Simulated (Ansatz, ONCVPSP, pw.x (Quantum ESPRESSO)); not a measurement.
**silver (Ag): does the ONCV potential hold in the solid?**

silver, optimised norm-conserving Vanderbilt (ONCV), made with ONCVPSP 4.0.1.1 (patched build) (PBE, scalar-relativistic). Core [Ar] 3d10, reference 4s2 4p6 4d10 5s1. Waves: 4s+5s: rc 1.35 bohr, ncon 5, nbas 9, qcut 9.7 1/bohr, 2 projectors; 4p: rc 1.60 bohr, ncon 4, nbas 8, qcut 7.6 1/bohr, 2 projectors, debl 3.4 Ha; 4d: rc 1.85 bohr, ncon 3, nbas 7, qcut 7.9 1/bohr, 3 projectors, debl 3 Ha. Local part: polynomial inside 1.05 bohr (lpopt 5, dvloc0 0 Ha). Core correction: Teter function, fcfact 4.25, rcfact 1.25.

Atomic tests: cutoffs needed: 37 Ha and 43 Ha (the cutoffs (Ha) at which the residual kinetic energy of the hardest occupied pseudo-wave falls to 1 and 0.1 mHa per electron); ghost test: no bound ghost flagged; GHOST(+) flagged for s at 326.2 eV; largest excitation error: -166 meV (all-electron minus pseudo) for 4s2 4p5 4d10 5s1, out of 4 test configurations.

Crystal test: bcc Ag in pw.x 7.5, no spin, 14³ k-points, Fermi–Dirac smearing 0.01 Ry, cutoffs 100/400 Ry. The reference is all-electron LAPW (Ansatz 0.2.0) with the same functional, mesh and smearing; V0 and B0 come from Birch–Murnaghan fits to the pressures at five volumes. Errors are pseudo minus all-electron; Δ is the rms difference of the E(V) curves that follow from these fits, minima aligned, over ±6 % about the mean V0. Mesh and smearing are coarse, so the numbers serve the comparison and aren't converged zero-temperature values; the lattice is a test structure that the element need not adopt.

```tsv
V (Å³/atom)	P all-electron (GPa)	P pseudo (GPa)
17.054	5.55	5.60
17.503	2.69	2.71
17.952	0.27	0.29
18.401	-1.78	-1.77
18.850	-3.51	-3.51
```

All-electron: a0 = 3.302 Å (V0 = 18.01 Å³/atom), B0 = 87.5 GPa.

Pseudopotential: mean pressure error (GPa): +0.02; a0 (Å): 3.302; a0 error (%): +0.00; B0 error (%): +0.3; Δ (meV/atom): 0.1.

At the middle volume, how do free energy and pressure move when the wave cutoff is lowered (ecutrho kept at four times it)?

```tsv
cutoff (Ry)	shift of F (meV/atom)	shift of P (GPa)
45	+3866.2	-130.16
60	+562.3	-27.43
80	+19.3	-1.97
```

Input at the middle volume:

```
&control
  calculation='scf', prefix='x', pseudo_dir='./', outdir='./tmp', tstress=.true., disk_io='none'
/
&system
  ibrav=0, nat=1, ntyp=1, ecutwfc=100, ecutrho=400, nbnd=18,
  occupations='smearing', smearing='fd', degauss=0.01
/
&electrons
  conv_thr=1e-09, mixing_beta=0.4, electron_maxstep=70
/
ATOMIC_SPECIES
Ag 1.0 Ag.UPF
CELL_PARAMETERS angstrom
  -1.64949479 1.64949479 1.64949479
  1.64949479 -1.64949479 1.64949479
  1.64949479 1.64949479 -1.64949479
ATOMIC_POSITIONS crystal
Ag 0.0000 0.0000 0.0000
K_POINTS automatic
14 14 14 0 0 0
```

```bash
pw.x < Ag.scf.in > Ag.scf.out
```

Lines of the output:

```
Message from routine setup:
     using ibrav=0 with symmetry is DISCOURAGED, use correct ibrav instead
     lattice parameter (alat)  =       5.3990  a.u.
     unit-cell volume          =     121.1461 (a.u.)^3
     number of electrons       =        19.00
     number of Kohn-Sham states=           18
     kinetic-energy cutoff     =     100.0000  Ry
     charge density cutoff     =     400.0000  Ry
     scf convergence threshold =      1.0E-09
     Exchange-correlation= PBE
     number of k points=   104  Fermi-Dirac smearing, width (Ry)=  0.0100
     iteration #  1     ecut=   100.00 Ry     beta= 0.40
     total energy              =    -300.34630193 Ry
     estimated scf accuracy    <       0.05755844 Ry
     iteration #  2     ecut=   100.00 Ry     beta= 0.40
     total energy              =    -300.35830985 Ry
     estimated scf accuracy    <       0.00190025 Ry
     iteration #  3     ecut=   100.00 Ry     beta= 0.40
     total energy              =    -300.35833405 Ry
     estimated scf accuracy    <       0.00054175 Ry
     iteration #  4     ecut=   100.00 Ry     beta= 0.40
     total energy              =    -300.35838277 Ry
     estimated scf accuracy    <       0.00001474 Ry
     iteration #  5     ecut=   100.00 Ry     beta= 0.40
     total energy              =    -300.35837059 Ry
     estimated scf accuracy    <       0.00001467 Ry
     iteration #  6     ecut=   100.00 Ry     beta= 0.40
     total energy              =    -300.35837863 Ry
     estimated scf accuracy    <       0.00001934 Ry
     iteration #  7     ecut=   100.00 Ry     beta= 0.40
     total energy              =    -300.35837961 Ry
     estimated scf accuracy    <       0.00000629 Ry
     iteration #  8     ecut=   100.00 Ry     beta= 0.40
     total energy              =    -300.35837613 Ry
     estimated scf accuracy    <       0.00000752 Ry
     iteration #  9     ecut=   100.00 Ry     beta= 0.40
     total energy              =    -300.35837806 Ry
     estimated scf accuracy    <       0.00000013 Ry
     iteration # 10     ecut=   100.00 Ry     beta= 0.40
     total energy              =    -300.35837805 Ry
     estimated scf accuracy    <       0.00000005 Ry
     iteration # 11     ecut=   100.00 Ry     beta= 0.40
     total energy              =    -300.35837805 Ry
     estimated scf accuracy    <          2.1E-09 Ry
     iteration # 12     ecut=   100.00 Ry     beta= 0.40
     total energy              =    -300.35837805 Ry
     estimated scf accuracy    <       0.00000001 Ry
     iteration # 13     ecut=   100.00 Ry     beta= 0.40
     the Fermi energy is    16.4770 ev
!    total energy              =    -300.35837805 Ry
     estimated scf accuracy    <          1.0E-10 Ry
     smearing contrib. (-TS)   =      -0.00168247 Ry
     The total energy is F=E-TS. E is the sum of the following terms:
     one-electron contribution =    -123.43894507 Ry
     hartree contribution      =      71.45851622 Ry
     xc contribution           =     -37.64095857 Ry
     ewald contribution        =    -210.73530817 Ry
     convergence has been achieved in  13 iterations
          total   stress  (Ry/bohr**3)                   (kbar)     P=        2.91
     Message from routine punch:
     Nothing written, as per user request (disk_io='none')
```

The run at the middle volume (104 k-points, 13 iterations) took about 78 s on one core of a shared host (Neoverse-V1, 32 threads, 247 GiB, load 12).
